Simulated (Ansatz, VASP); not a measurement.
# One calculation of SiNi2, two programs

```
Si Ni
1.0
     3.21793    0.00000    0.00000
    -1.60897    2.78681    0.00000
     0.00000    0.00000    3.47451
Si Ni
1 2
Direct
  0.00000 0.00000 0.00000
  0.33333 0.66667 0.50000
  0.66667 0.33333 0.50000
```

Alike in both runs: task relaxation of cell and atoms; functional PBE; k mesh 6 × 6 × 6; occupations gaussian, width 0.1 eV; no spin polarisation.

|  | VASP | Ansatz |
| --- | --- | --- |
| version | VASP 6.6.1 | Ansatz 0.2.0 |
| potentials or method | VASP PAW PBE potentials, release 64 (Si, Ni) | scalar-relativistic, plane waves, PAW |
| plane-wave cutoff (eV) | 600 | 420 |
| valence electrons in the cell | 24 | 40 |

Ansatz gave:

- gap on the k mesh at the Fermi level, each at its own relaxed structure (eV): none
- relaxed volume (Å³/atom): 11.32
- relaxed cell length with the largest relative difference (Å): 2.488
- energy change over the relaxation (meV/atom): -1673

Estimate VASP's values.

gap on the k mesh at the Fermi level, each at its own relaxed structure (eV): none; relaxed volume (Å³/atom): 11.29; relaxed cell length with the largest relative difference (Å): 2.485; energy change over the relaxation (meV/atom): -1629.

A gap of «none» marks a metal or a gap that the smearing closes. The two sets of potentials don't hold the same shells in valence.

Caveats: the k mesh is coarse (spacing up to 0.38 Å⁻¹), so the values aren't converged. Spin polarisation is off, so any magnetic state and its effect on volume and gap are missing.
